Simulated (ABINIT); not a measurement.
# MgS (Niningerite) (Fm-3m) in ABINIT: further runs

One crystal, MgS (Niningerite), is run at these levels: PBEsol; tasks: single point, relaxation of cell and atoms.

Everything below comes from runs of ABINIT 10.8.3 (patched build). Logs are shortened: lines on timing, memory, paths and dates and some standing lists are left out, and cuts for length are marked. The log counts tension as positive stress, the text compression.

**1. The crystal as given**

The structure is cubic, space group Fm-3m (No. 225). The conventional cell has a = 5.203 Å, b = 5.203 Å, c = 5.203 Å, α = 90.00°, β = 90.00°, γ = 90.00°. S (site symmetry m-3m) has 6 Mg at 2.60 Å as nearest neighbours. Mg (site symmetry m-3m) is surrounded by 6 S at 2.60 Å.

**2. Single point, PBEsol**

run.abi

```
pp_dirpath "./"
pseudos "S.upf, Mg.upf"

acell 3.6792887145 3.6792887145 3.6792887145 Angstrom
rprim
     0.0000000000     0.7071067812     0.7071067812
     0.7071067812     0.0000000000     0.7071067812
     0.7071067812     0.7071067812     0.0000000000
ntypat 2
znucl 16 12
natom 2
typat 1 2
xcart
     2.6016500000     2.6016500000     2.6016500000
     0.0000000000     0.0000000000     0.0000000000 Angstrom

ecut 42.0

kptopt 1
ngkpt 9 9 9
nshiftk 1
shiftk 0.0 0.0 0.0

ixc -116133

nband 12
occopt 3
tsmear 0.00183747

nstep 100
tolvrs 1.0e-10

iomode 3
prtwf 0
prtden 0
prteig 0
prtebands 0
enunit 1
```

Potentials or basis: PseudoDojo NC SR PBEsol v0.4.1 standard.

Command:

```bash
abinit run.abi > log 2>&1
```

run.abo:

```text
.Version 10.8.3 of ABINIT
 Symmetries : space group Fm -3 m (#225); Bravais cF (face-center cubic)
================================================================================
 Values of the parameters that define the memory need of the present run
     intxc =       0    ionmov =       0      iscf =       7    lmnmax =       6
     lnmax =       6     mgfft =      45  mpssoang =       3    mqgrid =    3001
     natom =       2  nloc_mem =       1    nspden =       1   nspinor =       1
    nsppol =       1      nsym =      48    n1xccc =    2501    ntypat =       2
    occopt =       3   xclevel =       2
       mpw =        3111          nfft =       91125          nkpt =          35
================================================================================
================================================================================

--------------------------------------------------------------------------------
------------- Echo of variables that govern the present computation ------------
--------------------------------------------------------------------------------
 -outvars: echo values of preprocessed input variables --------
            acell      6.9528480085E+00  6.9528480085E+00  6.9528480085E+00 Bohr
              amu      3.20660000E+01  2.43050000E+01
             ecut      4.20000000E+01 Hartree
           enunit           1
              ixc     -116133
         kptrlatt        9    0    0      0    9    0      0    0    9
          kptrlen      6.25756321E+01
            natom           2
            nband          12
            ngfft          45      45      45
             nkpt          35
            nstep         100
             nsym          48
           ntypat           2
           occopt           3
           prtden           0
        prtebands           0
           prteig           0
            prtwf           0
            rprim      0.0000000000E+00  7.0710678120E-01  7.0710678120E-01
                       7.0710678120E-01  0.0000000000E+00  7.0710678120E-01
                       7.0710678120E-01  7.0710678120E-01  0.0000000000E+00
          spgroup         225
           tolvrs      1.00000000E-10
           tsmear      1.83747000E-03 Hartree
            typat      1  2
           xangst      2.6016500000E+00  2.6016500000E+00  2.6016500000E+00
                      -1.5581428773E-11 -1.5581302405E-11 -1.5581302405E-11
            xcart      4.9164059755E+00  4.9164059755E+00  4.9164059755E+00
                      -2.9444633031E-11 -2.9444394230E-11 -2.9444394230E-11
             xred      5.0000000000E-01  5.0000000000E-01  5.0000000000E-01
                      -2.9944796642E-12 -2.9945282365E-12 -2.9945282365E-12
            znucl       16.00000   12.00000

================================================================================

 chkinp: Checking input parameters for consistency.

================================================================================
[... 86 lines left out ...]
 Integrated electronic density in atomic spheres:
 ------------------------------------------------
 Atom  Sphere_radius  Integrated_density
    1        2.00000          3.96237323
    2        2.00000          8.26958746
================================================================================

 ----iterations are completed or convergence reached----

 Mean square residual over all n,k,spin=   40.301E-09; max=  82.347E-07
 reduced coordinates (array xred) for    2 atoms
       0.499999999997      0.499999999997      0.499999999997
      -0.000000000003     -0.000000000003     -0.000000000003
 rms dE/dt=  0.0000E+00; max dE/dt=  0.0000E+00; dE/dt below (all hartree)
    1       0.000000000000      0.000000000000      0.000000000000
    2       0.000000000000      0.000000000000      0.000000000000

 cartesian coordinates (angstrom) at end:
    1      2.60165000000000     2.60165000000000     2.60165000000000
    2     -0.00000000001558    -0.00000000001558    -0.00000000001558

 cartesian forces (hartree/bohr) at end:
    1     -0.00000000000000    -0.00000000000000    -0.00000000000000
    2     -0.00000000000000    -0.00000000000000    -0.00000000000000
 frms,max,avg= 0.0000000E+00 0.0000000E+00   0.000E+00  0.000E+00  0.000E+00 h/b

 cartesian forces (eV/Angstrom) at end:
    1     -0.00000000000000    -0.00000000000000    -0.00000000000000
    2     -0.00000000000000    -0.00000000000000    -0.00000000000000
 frms,max,avg= 0.0000000E+00 0.0000000E+00   0.000E+00  0.000E+00  0.000E+00 e/A
 length scales=  6.952848008548  6.952848008548  6.952848008548 bohr
              =  3.679288714500  3.679288714500  3.679288714500 angstroms
 Fermi (or HOMO) energy (eV) =   5.69451   Average Vxc (eV)= -10.05706
 Eigenvalues (   eV  ) for nkpt=  35  k points:
 kpt#   1, nband= 12, wtk=  0.00137, kpt=  0.0000  0.0000  0.0000 (reduced coord)
 -70.14029  -37.08358  -37.08358  -37.08358   -8.41663    4.26195    4.26195    4.26195
   7.85165   12.10472   12.10472   12.10472
 prteigrs : prtvol=0 or 1, do not print more k-points.

--- !EnergyTerms
iteration_state     : {dtset: 1, }
comment             : Components of total free energy in Hartree
kinetic             :  3.78056937931717E+01
hartree             :  2.21661751244240E+01
xc                  : -1.10061688098722E+01
Ewald energy        : -3.83567382362506E+01
psp_core            :  1.20508082872029E+00
local_psp           : -6.56536735558970E+01
non_local_psp       : -1.65916973940338E+01
internal            : -7.04313282497376E+01
'-kT*entropy'       :  6.14388226382821E-16
total_energy        : -7.04313282497376E+01
total_energy_eV     : -1.91653407682108E+03
band_energy         : -1.34006514642380E+01
...

 Cartesian components of stress tensor (hartree/bohr^3)
  sigma(1 1)=  3.03875682E-05  sigma(3 2)=  0.00000000E+00
  sigma(2 2)=  3.03875682E-05  sigma(3 1)=  0.00000000E+00
  sigma(3 3)=  3.03875682E-05  sigma(2 1)=  0.00000000E+00

-Cartesian components of stress tensor (GPa)         [Pressure= -8.9403E-01 GPa]
- sigma(1 1)=  8.94033124E-01  sigma(3 2)=  0.00000000E+00
- sigma(2 2)=  8.94033124E-01  sigma(3 1)=  0.00000000E+00
- sigma(3 3)=  8.94033124E-01  sigma(2 1)=  0.00000000E+00

== END DATASET(S) ==============================================================
================================================================================

 -outvars: echo values of variables after computation  --------
            acell      6.9528480085E+00  6.9528480085E+00  6.9528480085E+00 Bohr
           etotal     -7.0431328250E+01
            fcart     -0.0000000000E+00 -0.0000000000E+00 -0.0000000000E+00
                      -0.0000000000E+00 -0.0000000000E+00 -0.0000000000E+00
            rprim      0.0000000000E+00  7.0710678120E-01  7.0710678120E-01
                       7.0710678120E-01  0.0000000000E+00  7.0710678120E-01
                       7.0710678120E-01  7.0710678120E-01  0.0000000000E+00
           strten      3.0387568246E-05  3.0387568246E-05  3.0387568246E-05
                       0.0000000000E+00  0.0000000000E+00  0.0000000000E+00
           xangst      2.6016500000E+00  2.6016500000E+00  2.6016500000E+00
                      -1.5581428773E-11 -1.5581302405E-11 -1.5581302405E-11
             xred      5.0000000000E-01  5.0000000000E-01  5.0000000000E-01
                      -2.9944796642E-12 -2.9945282365E-12 -2.9945282365E-12
 Calculation completed.
```

Run time: 27 s. Hardware: 1 thread of Intel Xeon 6975P-C (Granite Rapids), shared host; peak memory 0.1 GiB.

Results:

```yaml
Free_energy: -1916.5341 eV
Pressure: -0.9 GPa
Band_gap_on_the_k_mesh: 2.83 eV, indirect (least direct gap 3.59 eV)
Valence_electrons_inside_the_program's_atomic_spheres: S 3.96; Mg 8.27
```

Caveat: an odd mesh through Γ misses points on the zone boundary, where band edges often lie.

**3. Single point, PBEsol**

run.abi is that of step 2.

Potentials or basis: PseudoDojo NC SR PBEsol v0.4 stringent.

Command:

```bash
abinit run.abi > log 2>&1
```

Wall time 28 s (1 thread of Intel Xeon 6975P-C (Granite Rapids), shared host); peak memory 0.1 GiB.

It converged, with:

* Free energy: -1916.5341 eV
* Pressure: -0.9 GPa
* Band gap on the k mesh: 2.83 eV, indirect (least direct gap 3.59 eV)
* Valence electrons inside the program's atomic spheres: S 3.96; Mg 8.27

Levels at points of the mesh, in eV from the valence-band top:
```csv
k point,band 4,band 5,band 6,band 7,band 8,band 9,band 10,band 11,band 12
"(0.00, 0.00, 0.00)",-41.35,-12.68,0.00,0.00,0.00,3.59,7.84,7.84,7.84
```

Caveat: an odd mesh through Γ misses points on the zone boundary, where band edges often lie.

**4. Single point, PBEsol**

Changes to run.abi since step 3:

```diff
@@ -1,3 +1,3 @@
 pp_dirpath "./"
-pseudos "S.upf, Mg.upf"
+pseudos "S.GGA_PBE-JTH.xml, Mg.GGA_PBE-JTH.xml"
 
@@ -16,3 +16,5 @@
 
-ecut 42.0
+ecut 20.0
+pawecutdg 40.0
+pawxcdev 0
 
@@ -30,3 +32,3 @@
 nstep 100
-tolvrs 1.0e-10
+tolvrs 1.0e-9
```

Potentials or basis: JTH PAW PBE v2.0.

Command:

```bash
abinit run.abi > log 2>&1
```

Run time: 12 s. Hardware: 1 thread of Intel Xeon 6975P-C (Granite Rapids), shared host; peak memory 0.1 GiB.

The run converged. Its results:

```
Free energy                                           : -2009.6172 eV
Pressure                                              : -1.0 GPa
Band gap on the k mesh                                : 2.83 eV, indirect (least direct gap 3.59 eV)
Valence electrons inside the program's atomic spheres : S 3.63; Mg 8.19
```

Levels at points of the mesh, in eV from the valence-band top:
```
           k point  band 4  band 5  band 6  band 7  band 8  band 9  band 10  band 11  band 12
(0.00, 0.00, 0.00)  -41.21  -12.68    0.00    0.00    0.00    3.59     7.81     7.81     7.81
```

Caveat: the PAW data sets were made with another functional, which shifts forces and pressure a little; an odd mesh through Γ misses points on the zone boundary, where band edges often lie.

**5. Relaxation of cell and atoms, PBEsol**

Changes to run.abi since step 4:

```diff
@@ -15,2 +15,5 @@
      0.0000000000     0.0000000000     0.0000000000 Angstrom
+chkprim 0
+chksymtnons 0
+tolsym 1.0e-6
 
@@ -40 +43,8 @@
 enunit 1
+
+ionmov 2
+ntime 60
+tolmxf 0.0001
+optcell 2
+dilatmx 1.08
+ecutsm 0.5
```

Command:

```bash
abinit run.abi > log 2>&1
```

It took 56 s on 1 thread of Intel Xeon Platinum 8375C at 2.90GHz (Ice Lake), shared host; peak memory 0.11 GiB.

It converged, with:

* Free energy: -2009.6176 eV
* Relaxed volume: 17.41 Å³/atom
* Relaxed cell: a = 3.666 Å, b = 3.666 Å, c = 3.666 Å, α = 60.00°, β = 60.00°, γ = 60.00°
* Space group after relaxing (to 0.05 Å): Fm-3m (No. 225)
* Energy gained by relaxing: 0.5 meV/atom
* Ionic steps: 3
* Pressure after relaxing: 0.0 GPa
* Band gap on the k mesh: 2.85 eV, indirect (least direct gap 3.67 eV)
* Valence electrons inside the program's atomic spheres: S 3.64; Mg 8.19

The path:
| step | energy change (eV) | largest force (eV/Å) | pressure (GPa) | volume (Å³) |
| --- | --- | --- | --- | --- |
| 1 | 0.0000 | 0.0000 | -0.85 | 35.22 |
| 2 | -0.0004 | 0.0000 | -0.65 | 35.13 |
| 3 | -0.0010 | 0.0000 | 0.02 | 34.83 |

Final structure:
```yaml
crystal:
  lattice:
    - [0.00000, 2.59197, 2.59197]
    - [2.59197, 0.00000, 2.59197]
    - [2.59197, 2.59197, 0.00000]
  atoms:
    - { symbol: S, position: [0.50000, 0.50000, 0.50000] }
    - { symbol: Mg, position: [0.00000, 0.00000, 0.00000] }
```

Levels at points of the mesh, in eV from the valence-band top:
| k point | band 4 | band 5 | band 6 | band 7 | band 8 | band 9 | band 10 | band 11 | band 12 |
| --- | --- | --- | --- | --- | --- | --- | --- | --- | --- |
| (0.00, 0.00, 0.00) | -41.19 | -12.75 | 0.00 | 0.00 | 0.00 | 3.67 | 7.80 | 7.80 | 7.80 |

Caveat: the PAW data sets were made with another functional, which shifts forces and pressure a little; an odd mesh through Γ misses points on the zone boundary, where band edges often lie.

**6. Overview**

| task | potentials or basis | cell | cutoff (eV) | fine-grid cutoff | cell freedom (optcell) | cutoff smearing ecutsm (Ha) | optimiser (ionmov) | force stop (Ha/bohr) | gap on the mesh (eV) | pressure (GPa) |
| --- | --- | --- | --- | --- | --- | --- | --- | --- | --- | --- |
| single point | PseudoDojo NC SR PBEsol v0.4.1 standard | as given | 1143 | - | - | - | - | - | 2.83 | -0.9 |
| single point | PseudoDojo NC SR PBEsol v0.4 stringent | as given | 1143 | - | - | - | - | - | 2.83 | -0.9 |
| single point | JTH PAW PBE v2.0 | as given | 544 | 1088.46 eV | - | - | - | - | 2.83 | -1.0 |
| relaxation of cell and atoms | JTH PAW PBE v2.0 | relaxed | 544 | 1088.46 eV | 2 | 0.5 | 2 | 0.0001 | 2.85 | 0.0 |

Alike in all rows: level PBEsol; no spin polarisation; k mesh 9 × 9 × 9; smearing fermi-dirac 0.05 eV.

Caveats: an odd mesh through Γ misses points on the zone boundary, where band edges often lie; the PAW data sets were made with another functional, which shifts forces and pressure a little (some runs).

Absolute energies hang on the potentials; compare differences alone.
